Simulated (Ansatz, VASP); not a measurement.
# GaSb in VASP and in Ansatz

File INCAR:

```
SYSTEM = GaSb
PREC     = Accurate       ! precision mode
ENCUT    = 520            ! plane-wave cutoff, eV
EDIFF    = 1E-7           ! SCF threshold, eV
ISMEAR   = -1             ! smearing method
SIGMA    = 0.02           ! smearing width, eV
LREAL    = .False.        ! projectors in reciprocal space
LASPH    = .True.         ! aspherical terms in the spheres
NELM     = 100            ! most SCF steps
ALGO     = Normal         ! electronic algorithm
ISIF     = 2              ! what is computed and relaxed
LWAVE    = .False.        ! write WAVECAR
LCHARG   = .False.        ! write CHGCAR
GGA      = PE             ! functional
NBANDS   = 16             ! bands
```

Contents of KPOINTS:

```
Automatic mesh
0
Gamma
  6 6 6
  0 0 0
```

The input POSCAR:

```
GaSb
1.0
    0.0000000000      3.1090643516      3.1090643516
    3.1090643516      0.0000000000      3.1090643516
    3.1090643516      3.1090643516      0.0000000000
Ga Sb
1 1
Direct
    0.0000000000      0.0000000000      0.0000000000
    0.2500000000      0.2500000000      0.2500000000
```

Input for Ansatz:

```yaml
crystal:
  lattice:
    - [0.0, 3.1090643516, 3.1090643516]
    - [3.1090643516, 0.0, 3.1090643516]
    - [3.1090643516, 3.1090643516, 0.0]
  atoms:
    - { symbol: Ga, position: [0.0, 0.0, 0.0] }
    - { symbol: Sb, position: [0.25, 0.25, 0.25] }
kpoints:
  mp_grid: { grid: [6, 6, 6] }
hamiltonian:
  xc: pbe
scf:
  occupations: { method: fermi_dirac, width: 0.02 }
  n_extra_bands: 4
output:
  forces: true
  stress: true
  eigenvalues: true
```

Alike in both runs: task single point; functional PBE; k mesh 6 × 6 × 6; occupations fermi-dirac, width 0.02 eV; no spin polarisation.

```csv
,VASP,Ansatz
version,VASP 6.6.1,Ansatz 0.2.0
potentials or method,"VASP PAW PBE potentials, release 64 (Ga_d, Sb)","plane waves, PAW"
plane-wave cutoff (eV),520,420
valence electrons in the cell,18,28
```

```tsv
	VASP	Ansatz	Ansatz less VASP
pressure (GPa)	0.1	0.0	-0.07
```

The two sets of potentials don't hold the same shells in valence.

Spin-orbit coupling is left out, which matters for the levels of Sb.
